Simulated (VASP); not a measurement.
Here is a VASP 6.6.1 calculation.

File INCAR:

```
  PREC = Accurate
  ENCUT = 600
  EDIFF = 1E-6
  ISMEAR = -1
  SIGMA = 0.05
  LREAL = F
  LASPH = T
  NELM = 80
  ALGO = Fast
  ISIF = 3
  LWAVE = F
  LCHARG = F
  GGA = PS
  IBRION = 2
  NSW = 60
  EDIFFG = -0.01
```

KPOINTS

```
Automatic mesh
0
Gamma
  8 8 8
```

File POSCAR:

```
Sn
1.0
   -2.0291894110      2.0291894110      1.6607599896
    2.0291894110     -2.0291894110      1.6607599896
    2.0291894110      2.0291894110     -1.6607599896
Sn
1
Direct
    0.0000000000      0.0000000000      0.0000000000
```

Potentials or basis: VASP PAW PBE potentials, release 64 (Sn_d).

The run is started by

```sh
$ cat potpaw_PBE.64/Sn_d/POTCAR > POTCAR
$ mpirun -np 1 vasp_std > vasp.out
```

(1) What does it give for the space group after relaxing (to 0.05 Å)?

(2) Estimate the relaxed cell.

Results:

(1) I4/mmm (No. 139).

(2) a = 3.277 Å, b = 3.277 Å, c = 3.277 Å, α = 104.28°, β = 104.28°, γ = 120.44°.
